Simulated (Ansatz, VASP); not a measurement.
## AlN in VASP and in Ansatz

Contents of INCAR:

```
PREC = Accurate
ENCUT = 600
EDIFF = 1E-6
ISMEAR = 0
SIGMA = 0.01
LREAL = F
LASPH = T
NELM = 100
ALGO = Fast
ISIF = 3
LWAVE = F
LCHARG = F
GGA = PE
IVDW = 13
IBRION = 2
NSW = 80
EDIFFG = -0.03
```

Contents of KPOINTS:

```
Automatic mesh
0
Gamma
  6 6 4
```

File POSCAR:

```
AlN
1.0
    3.1130000000      0.0000000000      0.0000000000
   -1.5565000000      2.6959370800      0.0000000000
    0.0000000000      0.0000000000      4.9810000000
Al N
2 2
Direct
    0.3333333333      0.6666666667      0.0000000000
    0.6666666667      0.3333333333      0.5000000000
    0.3333333333      0.6666666667      0.3800000000
    0.6666666667      0.3333333333      0.8800000000
```

Input for Ansatz:

```yaml
crystal:
  lattice:
    - [3.113, 0.0, 0.0]
    - [-1.5565, 2.69593708, 0.0]
    - [0.0, 0.0, 4.981]
  atoms:
    - { symbol: Al, position: [0.3333333333333333, 0.6666666666666666, 0.0] }
    - { symbol: Al, position: [0.6666666666666666, 0.3333333333333333, 0.5] }
    - { symbol: "N", position: [0.3333333333333333, 0.6666666666666666, 0.38] }
    - { symbol: "N", position: [0.6666666666666666, 0.3333333333333333, 0.88] }
basis:
  ecutwfc: 510.0
kpoints:
  mp_grid:
    grid: [6, 6, 4]
hamiltonian:
  xc: pbe
  dispersion: d4
scf:
  convergence:
    dr2_threshold: 1.0e-08
  occupations:
    method: fixed
relax:
  f_tol: 0.03
  cell: {}
```

Alike in both runs: task relaxation of cell and atoms; functional PBE; dispersion D4; k mesh 6 × 6 × 4; no spin polarisation.

```csv
,VASP,Ansatz
version,VASP 6.6.1,Ansatz 0.2.0
potentials or method,"VASP PAW PBE potentials, release 64 (Al, N)","plane waves, PAW"
plane-wave cutoff (eV),600,510
occupations,"gaussian, width 0.01 eV",fixed
valence electrons in the cell,16,16
```

```tsv
	VASP	Ansatz	Ansatz less VASP
relaxed volume (Å³/atom)	10.38	10.40	+0.017
relaxed cell length with the largest relative difference (Å)	3.103	3.107	+0.0042
```

Ansatz warned: «stress_scf_threshold_loose».
